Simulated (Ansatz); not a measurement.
Input, command and steps of an Ansatz relaxation.

```yaml
crystal:
  lattice:
    - [2.5121811436, 4.3512253786, 0.0]
    - [2.5121811436, -4.3512253786, 0.0]
    - [0.0, 0.0, -8.3431635353]
  atoms:
    - { symbol: B, position: [0.1666666667, 0.3333333333, 0.75], spin: 0.077 }
    - { symbol: B, position: [0.1666666667, 0.8333333333, 0.75], spin: 0.077 }
    - { symbol: B, position: [0.6666666667, 0.3333333333, 0.75] }
    - { symbol: B, position: [0.6666666667, 0.8333333333, 0.75], spin: 0.077 }
    - { symbol: B, position: [0.3333333333, 0.6666666667, 0.25] }
    - { symbol: B, position: [0.3333333333, 0.1666666667, 0.25], spin: 0.077 }
    - { symbol: B, position: [0.8333333333, 0.6666666667, 0.25], spin: 0.077 }
    - { symbol: B, position: [0.8333333333, 0.1666666667, 0.25], spin: 0.077 }
    - { symbol: "N", position: [0.1666666667, 0.3333333333, 0.25], spin: 0.077 }
    - { symbol: "N", position: [0.1666666667, 0.8333333333, 0.25], spin: 0.077 }
    - { symbol: "N", position: [0.6666666667, 0.3333333333, 0.25] }
    - { symbol: "N", position: [0.6666666667, 0.8333333333, 0.25], spin: 0.077 }
    - { symbol: "N", position: [0.3333333333, 0.6666666667, 0.75] }
    - { symbol: "N", position: [0.3333333333, 0.1666666667, 0.75], spin: 0.077 }
    - { symbol: "N", position: [0.8333333333, 0.6666666667, 0.75], spin: 0.077 }
    - { symbol: "N", position: [0.8333333333, 0.1666666667, 0.75], spin: 0.077 }
    - { symbol: H, position: [0.0, 0.0, 0.0], spin: 0.077 }
  host:
    lattice:
      - [2.5121811436, 0.0, 0.0]
      - [-1.2560905718, 2.1756126893, 0.0]
      - [0.0, 0.0, 8.3431635353]
    atoms:
      - { symbol: B, position: [0.3333333333, 0.6666666667, 0.25] }
      - { symbol: B, position: [0.6666666667, 0.3333333333, 0.75] }
      - { symbol: "N", position: [0.3333333333, 0.6666666667, 0.75] }
      - { symbol: "N", position: [0.6666666667, 0.3333333333, 0.25] }
basis:
  ecutwfc: 420
  xc_grid: 2
kpoints:
  mp_grid: { grid: [5, 5, 3], shift: [0.0, 0.0, 0.0] }
hamiltonian:
  xc: pbe
scf:
  occupations: { method: gaussian, width: 0.01 }
output:
  forces: true
  stress: false
  eigenvalues: true
  populations: true
  charged_corrections:
    defect_position: [0.0, 0.0, 0.0]
    epsilon: [[5.4678, 0.0, 0.0], [0.0, 5.4678, 0.0], [0.0, 0.0, 2.1413]]
  write_density: true
  write_potential: true
  elf: true
  volumetric_format: npy
magnetization:
  spin_polarized: true
relax:
  adjacent_minimum: "off"
  f_tol: 0.025
  max_steps: 45
```

```bash
ansatz run input.yaml --threads 4 --pin off --max-ram 10240MiB --backend cpu --events-out ev --progress --plain --runs-dir out
```

The calculation used Ansatz, DFT PBE, scalar-relativistic, plane waves, PAW.

The cell holds a point defect: H interstitial, neutral.

Of 5 frames 4 are shown, positions in Å and forces in eV/Å; the SCF threshold varies from step to step.

```xyz
17
Lattice="2.5122 4.3512 0.0000 2.5122 -4.3512 0.0000 0.0000 0.0000 -8.3432" Properties=species:S:1:pos:R:3:forces:R:3 pbc="T T T" step=1 free_energy_over_end_meV_per_atom=7.54
B     1.2561   -0.7252   -6.2574    0.0215   -0.0124   -0.0108
B     2.5122   -2.9008   -6.2574    0.0000    0.0248   -0.0108
B     2.5122    1.4504   -6.2574    0.0000    0.0000    0.0206
B     3.7683   -0.7252   -6.2574   -0.0215   -0.0124   -0.0108
B     2.5122   -1.4504   -2.0858    0.0000    0.0000   -0.0206
B     1.2561    0.7252   -2.0858    0.0215    0.0124    0.0108
B     3.7683    0.7252   -2.0858   -0.0215    0.0124    0.0108
B     2.5122    2.9008   -2.0858    0.0000   -0.0248    0.0108
N     1.2561   -0.7252   -2.0858    0.0655   -0.0378   -0.1357
N     2.5122   -2.9008   -2.0858    0.0000    0.0757   -0.1357
N     2.5122    1.4504   -2.0858    0.0000    0.0000   -0.0076
N     3.7683   -0.7252   -2.0858   -0.0655   -0.0378   -0.1357
N     2.5122   -1.4504   -6.2574    0.0000    0.0000    0.0076
N     1.2561    0.7252   -6.2574    0.0655    0.0378    0.1357
N     3.7683    0.7252   -6.2574   -0.0655    0.0378    0.1357
N     2.5122    2.9008   -6.2574    0.0000   -0.0757    0.1357
H     0.0000    0.0000    0.0000    0.0000    0.0000    0.0000
17
Lattice="2.5122 4.3512 0.0000 2.5122 -4.3512 0.0000 0.0000 0.0000 -8.3432" Properties=species:S:1:pos:R:3:forces:R:3 pbc="T T T" step=2 free_energy_over_end_meV_per_atom=1.25
B     1.2562   -0.7252   -6.0761    0.0089   -0.0051    0.0879
B     2.5122   -2.9007   -6.0761    0.0000    0.0102    0.0879
B     2.5122    1.4504   -6.0655    0.0000    0.0000    0.0024
B     3.7682   -0.7252   -6.0761   -0.0089   -0.0051    0.0879
B     2.5122   -1.4504   -2.2777    0.0000    0.0000   -0.0024
B     1.2562    0.7252   -2.2671    0.0089    0.0051   -0.0879
B     3.7682    0.7252   -2.2671   -0.0089    0.0051   -0.0879
B     2.5122    2.9007   -2.2671    0.0000   -0.0102   -0.0879
N     1.2565   -0.7255   -2.2787    0.0050   -0.0029    0.0182
N     2.5122   -2.9003   -2.2787    0.0000    0.0058    0.0182
N     2.5122    1.4504   -2.2645    0.0000    0.0000    0.0461
N     3.7678   -0.7255   -2.2787   -0.0050   -0.0029    0.0182
N     2.5122   -1.4504   -6.0786    0.0000    0.0000   -0.0461
N     1.2565    0.7255   -6.0645    0.0050    0.0029   -0.0182
N     3.7678    0.7255   -6.0645   -0.0050    0.0029   -0.0182
N     2.5122    2.9003   -6.0645    0.0000   -0.0058   -0.0182
H     0.0000    0.0000    0.0000    0.0000    0.0000    0.0000
17
Lattice="2.5122 4.3512 0.0000 2.5122 -4.3512 0.0000 0.0000 0.0000 -8.3432" Properties=species:S:1:pos:R:3:forces:R:3 pbc="T T T" step=3 free_energy_over_end_meV_per_atom=0.12
B     1.2563   -0.7253   -5.9300    0.0025   -0.0015   -0.0679
B     2.5122   -2.9006   -5.9300    0.0000    0.0029   -0.0679
B     2.5122    1.4504   -5.9328    0.0000    0.0000    0.0337
B     3.7681   -0.7253   -5.9300   -0.0025   -0.0015   -0.0679
B     2.5122   -1.4504   -2.4104    0.0000    0.0000   -0.0337
B     1.2563    0.7253   -2.4132    0.0025    0.0015    0.0679
B     3.7681    0.7253   -2.4132   -0.0025    0.0015    0.0679
B     2.5122    2.9006   -2.4132    0.0000   -0.0029    0.0679
N     1.2566   -0.7255   -2.4146   -0.0129    0.0074   -0.0192
N     2.5122   -2.9002   -2.4146    0.0000   -0.0149   -0.0192
N     2.5122    1.4504   -2.3996    0.0000    0.0000   -0.0706
N     3.7677   -0.7255   -2.4146    0.0129    0.0074   -0.0192
N     2.5122   -1.4504   -5.9435    0.0000    0.0000    0.0706
N     1.2566    0.7255   -5.9285   -0.0129   -0.0074    0.0192
N     3.7677    0.7255   -5.9285    0.0129   -0.0074    0.0192
N     2.5122    2.9002   -5.9285    0.0000    0.0149    0.0192
H     0.0000    0.0000    0.0000    0.0000    0.0000    0.0000
17
Lattice="2.5122 4.3512 0.0000 2.5122 -4.3512 0.0000 0.0000 0.0000 -8.3432" Properties=species:S:1:pos:R:3:forces:R:3 pbc="T T T" step=5 free_energy_over_end_meV_per_atom=0.00
B     1.2563   -0.7253   -5.9603    0.0013   -0.0008    0.0097
B     2.5122   -2.9006   -5.9603    0.0000    0.0015    0.0097
B     2.5122    1.4504   -5.9546    0.0000    0.0000   -0.0189
B     3.7681   -0.7253   -5.9603   -0.0013   -0.0008    0.0097
B     2.5122   -1.4504   -2.3886    0.0000    0.0000    0.0189
B     1.2563    0.7253   -2.3829    0.0013    0.0008   -0.0097
B     3.7681    0.7253   -2.3829   -0.0013    0.0008   -0.0097
B     2.5122    2.9006   -2.3829    0.0000   -0.0015   -0.0097
N     1.2565   -0.7255   -2.3888   -0.0046    0.0027    0.0015
N     2.5122   -2.9003   -2.3888    0.0000   -0.0054    0.0015
N     2.5122    1.4504   -2.3765    0.0000    0.0000    0.0009
N     3.7678   -0.7255   -2.3888    0.0046    0.0027    0.0015
N     2.5122   -1.4504   -5.9667    0.0000    0.0000   -0.0009
N     1.2565    0.7255   -5.9544   -0.0046   -0.0027   -0.0015
N     3.7678    0.7255   -5.9544    0.0046   -0.0027   -0.0015
N     2.5122    2.9003   -5.9544    0.0000    0.0054   -0.0015
H     0.0000    0.0000    0.0000    0.0000    0.0000    0.0000
```

The run took 30 s on 4 threads of Intel(R) Xeon(R) Processor @ 2.70GHz, with other jobs on the host, peak memory 0.7 GiB.